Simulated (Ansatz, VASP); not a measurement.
One calculation of Si, two programs

File INCAR:

```
PREC = Accurate ; ENCUT = 520
EDIFF = 1E-6 ; ISMEAR = 0
SIGMA = 0.028999999999999998 ; LREAL = F
LASPH = T ; NELM = 60
ALGO = Fast ; ISIF = 2
LWAVE = F ; LCHARG = F
GGA = PE
```

Contents of KPOINTS:

```
regular mesh
0
Gamma
  8 8 8
```

The input POSCAR:

```
Si
1.0
    0.0000000000      2.7218511865      2.7218511865
    2.7218511865      0.0000000000      2.7218511865
    2.7218511865      2.7218511865      0.0000000000
Si
2
Direct
    0.5000000000      0.5000000000      0.5000000000
    0.7500000000      0.7500000000      0.7500000000
```

Contents of input.yaml:

```yaml
crystal:
  lattice:
    - [0.0, 2.7218511865, 2.7218511865]
    - [2.7218511865, 0.0, 2.7218511865]
    - [2.7218511865, 2.7218511865, 0.0]
  atoms:
    - { symbol: Si, position: [0.5, 0.5, 0.5] }
    - { symbol: Si, position: [0.75, 0.75, 0.75] }
hamiltonian:
  xc: pbe
  pseudopotentials: { kind: paw }
kpoints:
  mp_grid: { grid: [8, 8, 8] }
scf:
  occupations: { method: gaussian, width: 0.029 }
output:
  forces: true
  stress: true
  eigenvalues: true
```

Alike in both runs: task single point; functional PBE; k mesh 8 × 8 × 8; occupations gaussian, width 0.029 eV; no spin polarisation.

|  | VASP | Ansatz |
| --- | --- | --- |
| version | VASP 6.6.1 | Ansatz 0.2.0 |
| potentials or method | VASP PAW PBE potentials, release 64 (Si) | Ansatz PAW |
| plane-wave cutoff (eV) | 520 | 420 |
| valence electrons in the cell | 8 | 8 |

|  | VASP | Ansatz | Ansatz less VASP |
| --- | --- | --- | --- |
| gap on the k mesh at the Fermi level (eV) | 0.63 | 0.63 | -0.003 |
| least direct gap on the mesh (eV) | 2.56 | 2.56 | -0.005 |
| pressure (GPa) | 1.3 | 1.3 | +0.08 |

The functional is the same, so the differences come from potentials, cutoffs and numerics.

A k mesh can miss the band edges. A hybrid or GW would open this gap; PBE tends to underestimate it.
